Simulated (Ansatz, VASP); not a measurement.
This is a calculation of Al for Ansatz 0.2.0.

File input.yaml:

```yaml
crystal:
  lattice:
    - [-1.59121869, 1.59121869, 1.59121869]
    - [1.59121869, -1.59121869, 1.59121869]
    - [1.59121869, 1.59121869, -1.59121869]
  atoms:
    - { symbol: Al, position: [0.0, 0.0, 0.0] }
hamiltonian:
  xc: pbe
  pseudopotentials: { kind: paw }
  dispersion: d4
kpoints:
  mp_grid: { grid: [12, 12, 12] }
scf:
  occupations: { method: fermi_dirac, width: 0.05 }
output:
  forces: true
  stress: true
  eigenvalues: true
relax:
  f_tol: 0.01
  max_steps: 40
  cell: { stress_tol: 0.05 }
```

Potentials or basis: Ansatz PAW.

The run is started by

```console
$ ansatz run input.yaml --threads 2 --pin off --max-ram 5632MiB --backend cpu --events-out ev --progress --plain --runs-dir out
```

Q: Translate it to VASP 6.6.1. Potentials there: VASP PAW PBE potentials, release 64 (Al).

A: As run (the cutoff follows the program's own potentials):

File INCAR:

```
ALGO = Normal
EDIFF = 1E-6
EDIFFG = -0.01
ENCUT = 600
GGA = PE
IBRION = 2
ISIF = 3
ISMEAR = -1
IVDW = 13
LASPH = T
LCHARG = F
LREAL = F
LWAVE = F
NELM = 60
NSW = 60
PREC = Accurate
SIGMA = 0.05
```

KPOINTS

```
k-points
0
Gamma
  12 12 12
```

Contents of POSCAR:

```
Al
1.0
   -1.5912186900      1.5912186900      1.5912186900
    1.5912186900     -1.5912186900      1.5912186900
    1.5912186900      1.5912186900     -1.5912186900
Al
1
Direct
    0.0000000000      0.0000000000      0.0000000000
```

Potentials or basis: VASP PAW PBE potentials, release 64 (Al).

Run with:

```console
$ cat potpaw_PBE.64/Al/POTCAR > POTCAR
$ mpirun -np 1 vasp_std > vasp.out
```

Both were run:

|  | VASP | Ansatz | Ansatz less VASP |
| --- | --- | --- | --- |
| gap on the k mesh at the Fermi level, each at its own relaxed structure (eV) | none | none | - |
| relaxed volume (Å³/atom) | 16.22 | 16.21 | -0.011 |
| relaxed cell length with the largest relative difference (Å) | 2.762 | 2.761 | -0.0006 |

A gap of «none» marks a metal or a gap that the smearing closes.

Caveats: pairwise dispersion overbinds metals, which lowers pressure and volume; the plane-wave basis is chosen anew once the cell has moved, so the energies of steps on either side of that aren't comparable (Ansatz).
